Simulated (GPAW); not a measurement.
Input of a GPAW 26.7.0 run:

The input run.py:

```python
from ase import Atoms
from ase.dft.bandgap import bandgap
from ase.io import write
from ase.units import GPa
from gpaw import GPAW, PW

atoms = Atoms(['Hf', 'Hf', 'O', 'O', 'O', 'O'],
              cell=[[4.81353299, 0.0, 0.0],
                    [0.0, 4.81353299, 0.0],
                    [0.0, 0.0, 3.20541541]],
              scaled_positions=[[0.5, 0.5, 0.5],
                                [0.0, 0.0, 0.0],
                                [0.80504488, 0.19495512, 0.5],
                                [0.69495512, 0.69495512, 0.0],
                                [0.30504488, 0.30504488, 0.0],
                                [0.19495512, 0.80504488, 0.5]],
              pbc=True)

calc = GPAW(mode=PW(800),
            xc='PBE',
            kpts={'size': (4, 4, 6), 'gamma': True},
            occupations={'name': 'fermi-dirac', 'width': 0.05},
            nbands=43,
            convergence={'density': 1e-05, 'energy': 1e-05},
            maxiter=150,
            txt='gpaw.txt')
atoms.calc = calc
energy = atoms.get_potential_energy()
forces = atoms.get_forces()
stress = atoms.get_stress()
calc.write('gs.gpw')
write('result.traj', atoms)
print(f'Energy: {energy:.6f} eV')
print('Forces (eV/A):')
print(forces.round(4))
print('Stress (GPa):', (stress / GPa).round(3))
print('Fermi level:', round(calc.get_fermi_level(), 4), 'eV')
print(f'Gap: {bandgap(calc)[0]:.4f} eV, direct: {bandgap(calc, direct=True)[0]:.4f} eV')

path = atoms.cell.bandpath('GXMGZRAZ,XR,MA', npoints=100, eps=1e-4)
bs_calc = calc.fixed_density(kpts=path, symmetry='off', nbands=62,
                             convergence={'bands': 'CBM+6.0', 'eigenstates': 1e-6}, txt='bands.txt')
bs = bs_calc.band_structure()
bs.write('bs.json')
print(f'Gap on the path: {bandgap(bs_calc)[0]:.4f} eV')
```

Potentials or basis: GPAW PAW data sets (gpaw-data 1.2.1), pw.

Launch:

```console
$ OMP_NUM_THREADS=1 python run.py
```

**Question.** Estimate the band gap along the path.

**Answer.** 4.00 eV, direct.

**Question.** Predict the largest force.

**Answer.** 0.088 eV/Å.

**Question.** What does it give for the band gap on the k mesh?

**Answer.** 4.00 eV, direct.

Stress tensor (GPa, compression positive):
```
 8.98  0.00  0.00
 0.00  8.98  0.00
 0.00  0.00 10.44
```

Caveat: spin-orbit coupling is left out, which moves the levels of the heavy elements. Expect the measured gap to be larger: semilocal functionals such as PBE lack the derivative discontinuity.
